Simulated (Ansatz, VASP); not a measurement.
**One calculation of Na, two programs**

INCAR

```
SYSTEM = Na
PREC = Accurate ; ENCUT = 520
EDIFF = 1E-6 ; ISMEAR = 0
SIGMA = 0.15 ; LREAL = .False.
LASPH = .True. ; NELM = 80
ALGO = Fast ; ISIF = 2
LWAVE = .False. ; LCHARG = .True.
LELF = .True. ; LVHAR = .True.
NBANDS = 10
```

File KPOINTS:

```
Automatic mesh
0
Gamma
  18 18 18
  0 0 0
```

File POSCAR:

```
Na
1.0
   -2.2353752790      2.2353752790      1.9000689872
    2.2353752790     -2.2353752790      1.9000689872
    2.2353752790      2.2353752790     -1.9000689872
Na
1
Direct
    0.0000000000      0.0000000000      0.0000000000
```

Input for Ansatz:

```yaml
crystal:
  lattice:
    - [-2.235375279, 2.235375279, 1.9000689872]
    - [2.235375279, -2.235375279, 1.9000689872]
    - [2.235375279, 2.235375279, -1.9000689872]
  atoms:
    - { symbol: Na, position: [0.0, 0.0, 0.0] }
basis:
  ecutwfc: 420
kpoints:
  mp_grid: { grid: [18, 18, 18] }
hamiltonian:
  xc: lda
scf:
  occupations: { method: gaussian, width: 0.15 }
output:
  forces: true
  stress: true
  eigenvalues: true
```

Alike in both runs: task single point; functional LDA; k mesh 18 × 18 × 18; occupations gaussian, width 0.15 eV; no spin polarisation.

|  | VASP | Ansatz |
| --- | --- | --- |
| version | VASP 6.6.1 | Ansatz 0.2.0 |
| potentials or method | VASP PAW LDA potentials, release 64 (Na_pv) | scalar-relativistic, plane waves, PAW |
| plane-wave cutoff (eV) | 520 | 420 |
| valence electrons in the cell | 7 | 9 |

|  | VASP | Ansatz | Ansatz less VASP |
| --- | --- | --- | --- |
| gap on the k mesh at the Fermi level (eV) | none | none | - |
| pressure (GPa) | -1.0 | -0.9 | +0.14 |
| largest component of the traceless stress (GPa) | 0.33 | 0.33 | +0.001 |

A gap of «none» marks a metal or a gap that the smearing closes. The two sets of potentials don't hold the same shells in valence.
